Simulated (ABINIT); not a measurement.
# GaN (P6_3mc): G0W0 with ABINIT, start to end

Wanted: ground state, empty states, screening and self-energy for GaN (P6_3mc).

Method: LDA and many-body steps on it, plane waves, in ABINIT 10.8.3.

Most raw output is cut from this account.

The database entry behind the starting cell has ideal inner coordinates that were not refined, so it need not match the best structure at ambient conditions.

### Step 1. Starting point

It takes space group P6_3mc (No. 186, hexagonal). The conventional cell has a = 3.190 Å, b = 3.190 Å, c = 5.189 Å, α = 90.00°, β = 90.00°, γ = 120.00°. Ga has 4 N at 1.95 Å nearest. Nearest to N lie 4 Ga at 1.95 Å. Farther neighbours and most contacts between anions are not listed.

The cell and positions come from the Crystallography Open Database and are kept as given unless a step says otherwise.

### Step 2. Ground state

This step: ABINIT 10.8.3; DFT, LDA, plane waves, norm-conserving pseudopotentials.

The ground-state density comes first.

run.abi reads:

```
acell 3*1.0 Angstrom
rprim 
  3.190000000016 -0.000000000004 0.000000000000
  -1.595000000005 2.762621038088 0.000000000000
  0.000000000000 0.000000000000 5.189000000000
ntypat 2
znucl 31 7
natom 4
typat 1 1 2 2
xred 
  0.666666666667 0.333333333333 0.000000000000
  0.333333333333 0.666666666667 0.500000000000
  0.666666666667 0.333333333333 0.375000000000
  0.333333333333 0.666666666667 0.875000000000
pp_dirpath "pseudos"
pseudos "Ga.upf, N.upf"
ecut 45
ngkpt 6 6 4
nshiftk 1
shiftk 0 0 0
kptopt 1
chksymbreak 0
nband 32
occopt 1
tolvrs 1e-10
nstep 60
prtwf 0
optforces 0
optstress 0
indata_prefix "in"
outdata_prefix "out"
tmpdata_prefix "tmp"
```

Run with:

```sh
> OMP_NUM_THREADS=1 mpirun -n 8 abinit run.abi > log
```

Elapsed: 34 s, on 8 MPI ranks of Arm Neoverse N1, shared host; peak memory 0.64 GiB; 4.5 min of CPU time.

Numbers from this step:

| Item | Value |
| --- | --- |
| total energy | -14060.1098 eV |
| gap | 1.916 eV |
| k of the valence top | 0, 0, 0 |
| k of the conduction bottom | 0, 0, 0 |
| least direct gap | 1.916 eV |

The gap is direct, at Γ.

### Step 3. Bands along the symmetry lines

The cheap functional maps the bands first; the places of the edges decide which points the dearer methods must see.

run.abi reads:

```
acell 3*1.0 Angstrom
rprim 
  3.190000000016 -0.000000000004 0.000000000000
  -1.595000000005 2.762621038088 0.000000000000
  0.000000000000 0.000000000000 5.189000000000
ntypat 2
znucl 31 7
natom 4
typat 1 1 2 2
xred 
  0.666666666667 0.333333333333 0.000000000000
  0.333333333333 0.666666666667 0.500000000000
  0.666666666667 0.333333333333 0.375000000000
  0.333333333333 0.666666666667 0.875000000000
pp_dirpath "pseudos"
pseudos "Ga.upf, N.upf"
ecut 45
iscf -2
irdden 1
kptopt 0
nkpt 75
kpt 
  0.00000000 0.00000000 0.00000000
  0.06250000 0.00000000 0.00000000
  0.12500000 0.00000000 0.00000000
  0.18750000 0.00000000 0.00000000
  0.25000000 0.00000000 0.00000000
  0.31250000 0.00000000 0.00000000
  0.37500000 0.00000000 0.00000000
  0.43750000 0.00000000 0.00000000
  0.50000000 0.00000000 0.00000000
  0.47916667 0.04166667 0.00000000
  0.45833333 0.08333333 0.00000000
  0.43750000 0.12500000 0.00000000
  0.41666666 0.16666666 0.00000000
  0.39583333 0.20833333 0.00000000
  0.37500000 0.25000000 0.00000000
  0.35416666 0.29166666 0.00000000
  0.33333333 0.33333333 0.00000000
  0.29166666 0.29166666 0.00000000
  0.25000000 0.25000000 0.00000000
  0.20833333 0.20833333 0.00000000
  0.16666666 0.16666666 0.00000000
  0.12500000 0.12500000 0.00000000
  0.08333333 0.08333333 0.00000000
  0.04166667 0.04166667 0.00000000
  0.00000000 0.00000000 0.00000000
  0.00000000 0.00000000 0.06250000
  0.00000000 0.00000000 0.12500000
  0.00000000 0.00000000 0.18750000
  0.00000000 0.00000000 0.25000000
  0.00000000 0.00000000 0.31250000
  0.00000000 0.00000000 0.37500000
  0.00000000 0.00000000 0.43750000
  0.00000000 0.00000000 0.50000000
  0.06250000 0.00000000 0.50000000
  0.12500000 0.00000000 0.50000000
  0.18750000 0.00000000 0.50000000
  0.25000000 0.00000000 0.50000000
  0.31250000 0.00000000 0.50000000
  0.37500000 0.00000000 0.50000000
  0.43750000 0.00000000 0.50000000
  0.50000000 0.00000000 0.50000000
  0.47916667 0.04166667 0.50000000
  0.45833333 0.08333333 0.50000000
  0.43750000 0.12500000 0.50000000
  0.41666666 0.16666666 0.50000000
  0.39583333 0.20833333 0.50000000
  0.37500000 0.25000000 0.50000000
  0.35416666 0.29166666 0.50000000
  0.33333333 0.33333333 0.50000000
  0.29166666 0.29166666 0.50000000
  0.25000000 0.25000000 0.50000000
  0.20833333 0.20833333 0.50000000
  0.16666666 0.16666666 0.50000000
  0.12500000 0.12500000 0.50000000
  0.08333333 0.08333333 0.50000000
  0.04166667 0.04166667 0.50000000
  0.00000000 0.00000000 0.50000000
  0.50000000 0.00000000 0.50000000
  0.50000000 0.00000000 0.43750000
  0.50000000 0.00000000 0.37500000
  0.50000000 0.00000000 0.31250000
  0.50000000 0.00000000 0.25000000
  0.50000000 0.00000000 0.18750000
  0.50000000 0.00000000 0.12500000
  0.50000000 0.00000000 0.06250000
  0.50000000 0.00000000 0.00000000
  0.33333333 0.33333333 0.50000000
  0.33333333 0.33333333 0.43750000
  0.33333333 0.33333333 0.37500000
  0.33333333 0.33333333 0.31250000
  0.33333333 0.33333333 0.25000000
  0.33333333 0.33333333 0.18750000
  0.33333333 0.33333333 0.12500000
  0.33333333 0.33333333 0.06250000
  0.33333333 0.33333333 0.00000000
istwfk *1
nband 33
nbdbuf 2
tolwfr 1e-08
nstep 40
prtwf 0
prtvol 0
indata_prefix "in"
outdata_prefix "out"
tmpdata_prefix "tmp"
```

Run time: 48 s. Hardware: 8 MPI ranks; peak memory 0.67 GiB.

This step gave:

* gap: 1.916 eV
* k of the valence top: 0, 0, 0
* k of the conduction bottom: 0, 0, 0
* least direct gap: 1.916 eV

The gap is 1.916 eV, as in the run before at this level.

Electronic bands along the path, in eV, zero at the top of the highest filled band:

```
    point  band 23  band 24  band 25  band 26  band 27  band 28  band 29  band 30
        Γ    -1.05    -0.07     0.00     0.00     1.92     4.15     9.03     9.72
  halfway    -2.86    -2.01    -0.75    -0.49     4.23     5.79     7.22     8.37
        M    -4.27    -2.77    -2.27    -0.99     4.91     5.47     5.91     8.43
  halfway    -4.29    -3.57    -2.42    -1.88     5.47     6.47     6.49     8.28
        K    -5.33    -3.04    -3.04    -2.72     5.00     7.64     7.64     8.25
  halfway    -3.67    -2.43    -1.02    -0.94     4.87     6.72     7.13     7.48
        Γ    -1.05    -0.07     0.00     0.00     1.92     4.15     9.03     9.72
  halfway    -0.91    -0.91    -0.16    -0.16     3.08     4.26     8.65     9.39
        A    -0.54    -0.54    -0.54    -0.54     4.18     4.18     8.33     8.33
  halfway    -2.11    -2.11    -1.30    -1.30     5.14     5.14     7.49     7.49
        L    -1.95    -1.95    -1.93    -1.93     4.29     4.29     7.62     7.62
  halfway    -3.22    -3.22    -1.62    -1.62     5.25     5.25     7.94     7.94
        H    -4.22    -4.22    -1.51    -1.51     6.31     6.31     7.17     7.17
  halfway    -2.14    -2.14    -1.84    -1.84     5.56     5.56     7.50     7.50
        A    -0.54    -0.54    -0.54    -0.54     4.18     4.18     8.33     8.33
jump to L    -1.95    -1.95    -1.93    -1.93     4.29     4.29     7.62     7.62
  halfway    -3.34    -2.54    -1.73    -1.29     4.21     4.96     7.41     7.69
        M    -4.27    -2.77    -2.27    -0.99     4.91     5.47     5.91     8.43
jump to H    -4.22    -4.22    -1.51    -1.51     6.31     6.31     7.17     7.17
  halfway    -5.03    -3.23    -2.23    -2.23     5.75     7.06     7.06     8.04
        K    -5.33    -3.04    -3.04    -2.72     5.00     7.64     7.64     8.25
```

### Step 4. Empty states on the mesh, 3×3×2 mesh, 191 bands

The sums over transitions need many empty states on a uniform mesh; this step solves for them.

run.abi reads:

```
acell 3*1.0 Angstrom
rprim 
  3.190000000016 -0.000000000004 0.000000000000
  -1.595000000005 2.762621038088 0.000000000000
  0.000000000000 0.000000000000 5.189000000000
ntypat 2
znucl 31 7
natom 4
typat 1 1 2 2
xred 
  0.666666666667 0.333333333333 0.000000000000
  0.333333333333 0.666666666667 0.500000000000
  0.666666666667 0.333333333333 0.375000000000
  0.333333333333 0.666666666667 0.875000000000
pp_dirpath "pseudos"
pseudos "Ga.upf, N.upf"
ecut 45
ngkpt 3 3 2
nshiftk 1
shiftk 0 0 0
kptopt 1
chksymbreak 0
irdden 1
istwfk *1
nband 191
prtvol 0
optdriver 6
gwr_task "HDIAGO"
paral_kgb 0
occopt 1
indata_prefix "in"
outdata_prefix "out"
tmpdata_prefix "tmp"
```

The job ended after 98 s (8 MPI ranks; peak memory 8 GiB; 13 min of CPU time).

This step gave:

```yaml
gap: 1.916 eV
k_of_the_valence_top: 0, 0, 0
k_of_the_conduction_bottom: 0, 0, 0
least_direct_gap: 1.916 eV
k_points_computed: 6
lowest_point_of_the_top_converged_band_above_the_valence_top: 120.2651 eV
```

On this mesh the gap is 1.916 eV.

### Step 5. Screening, 3×3×2 mesh, 183 bands, screening to 179.6 eV

The RPA dielectric matrix is built and inverted for each q.

This step: RPA screening on LDA, plane waves, norm-conserving pseudopotentials.

Changes to run.abi since step 4:

```diff
@@ -22,10 +22,11 @@
 chksymbreak 0
-irdden 1
 istwfk *1
-nband 191
-prtvol 0
-optdriver 6
-gwr_task "HDIAGO"
-paral_kgb 0
 occopt 1
+irdwfk 1
+optdriver 3
+nband 183
+ecuteps 6.6
+inclvkb 2
+awtr 1
+symchi 1
 indata_prefix "in"
```

Run time: 56 s. Hardware: 8 MPI ranks; peak memory 1.9 GiB; 7.4 min of CPU time.

Numbers from this step:

| Property | Result |
| --- | --- |
| ε∞ with local fields, on this mesh, along the program's q direction | 9.988 |
| the same without local fields | 10.78 |
| plasma frequency | 39.60 eV |
| plane waves in the screening matrix | 251 |

Local fields lower ε∞ by 7 %. On a Γ-centred mesh this coarse the value itself is usually too large, while a short band sum pulls it down.

### Step 6. Self-energy, 3×3×2 mesh, 183 bands, screening to 179.6 eV

The self-energy is evaluated for the states that the input lists, and the levels follow from it, in one-shot runs by the linearised quasiparticle equation.

This step: G0W0 on LDA, plane waves, norm-conserving pseudopotentials.

Changes to run.abi since step 5:

```diff
@@ -25,8 +25,25 @@
 irdwfk 1
-optdriver 3
+optdriver 4
 nband 183
+gwcalctyp 0
+ecutsigx 45
+symsigma 1
+nkptgw 6
+kptgw 
+  0.0000000000 0.0000000000 0.0000000000
+  0.3333333333 0.0000000000 0.0000000000
+  0.3333333333 0.3333333333 0.0000000000
+  0.0000000000 0.0000000000 0.5000000000
+  0.3333333333 0.0000000000 0.5000000000
+  0.3333333333 0.3333333333 0.5000000000
+bdgw 
+  21 34
+  21 34
+  21 34
+  21 34
+  21 34
+  21 34
 ecuteps 6.6
-inclvkb 2
-awtr 1
-symchi 1
+irdscr 1
+ppmodel 1
 indata_prefix "in"
```

Wall time 1.8 min (8 MPI ranks); peak memory 1.8 GiB.

Numbers from this step:

```yaml
g0w0_gap_on_the_mesh: 2.989 eV
starting_gap_on_the_mesh: 1.916 eV
k_of_the_valence_top: 0, 0, 0
k_of_the_conduction_bottom: 0, 0, 0
z_at_the_valence_top: 0.794
z_at_the_conduction_bottom: 0.82
least_direct_g0w0_gap_on_the_computed_points: 2.989 eV
```

The gap on the mesh goes from 1.92 eV to 2.99 eV, a correction of +1.07 eV.

Limits: finite bands, cutoff and mesh; no spin-orbit coupling; coarse k mesh. v1 is the top filled band, c1 the lowest empty one. The levels before and after the correction (eV, zero at the valence-band top of each column):

```
           conduction bottom  valence top
Kohn-Sham               1.92         0.00
     G0W0               2.99         0.00
```

```csv
,level,energy (eV)
Kohn-Sham,Γ v4,-1.054
Kohn-Sham,Γ v3,-0.068
Kohn-Sham,Γ v2-v1,0.000
Kohn-Sham,Γ c1,1.916
Kohn-Sham,Γ c2,4.151
Kohn-Sham,Γ c3,9.028
Kohn-Sham,Γ c4,9.723
G0W0,Γ v4,-1.133
G0W0,Γ v3,-0.011
G0W0,Γ v2-v1,0.000
G0W0,Γ c1,2.989
G0W0,Γ c2,5.470
G0W0,Γ c3,10.481
G0W0,Γ c4,11.286
```

### Step 7. Where the time went

Times are wall times on 8 MPI ranks of Arm Neoverse N1, shared host, good to a factor of about two.

| step | time | share | memory (GiB) |
| --- | --- | --- | --- |
| ground state | 34 s | 10 % | 0.64 |
| bands along the symmetry lines | 48 s | 14 % | 0.67 |
| empty states on the mesh | 98 s | 29 % | 8 |
| screening | 56 s | 16 % | 1.9 |
| self-energy | 1.8 min | 31 % | 1.8 |

### Step 8. Summary of results

```json
{
  "LDA gap": "1.92 eV, direct",
  "G0W0 gap on the mesh": "2.99 eV",
  "GW settings": "3×3×2 mesh, 183 bands, screening to 179.6 eV, Godby-Needs plasmon pole",
  "known limits": "not at the basis limit; no spin-orbit coupling; coarse k mesh"
}
```

G0W0 moves the gap on the mesh from 1.92 eV to 2.99 eV (+1.07 eV), with Z of 0.79 and 0.82 at the edges. Local fields lower the RPA ε∞ on this mesh from 10.78 to 9.99; a Γ-centred mesh this coarse tends to raise both, most where the direct gap is narrow, while a short band sum lowers them. Bands and cutoff are finite, so the gap is not at the basis limit. The miss can reach some tenths of an eV and take either sign; the mesh is an error of its own. The 3×3×2 mesh is coarse for this cell, which bears on the long-range parts of exchange and screening. The many-body steps are scalar-relativistic: spin-orbit coupling is not in them.

[Paths, hosts, dates, memory and timing lines, banners, echoed tables and standing remarks are left out of the program output.]

[Logs are printed without paths, hosts, clocks, repeated set-up lines and the standing remarks that a program may print on its own settings, such as how far it seeks lower states.]

[Runs of the session that timed out or met a known fault of the program may be left out.]

[Hosts, paths, dates, database ids (printed as entryN), source tags and the programs' standing remarks are cut or masked in the printed files.]

[G0W0 gaps are taken among the corrected bands and points alone; a level outside them can change the order at an edge.]

[Where Ansatz stands beside ABINIT at settings called matched, ABINIT's density can come from a denser mesh and the files from another edition; pairs whose starting gaps differed by over 0.03 eV were left out, so agreement reads better than it is.]
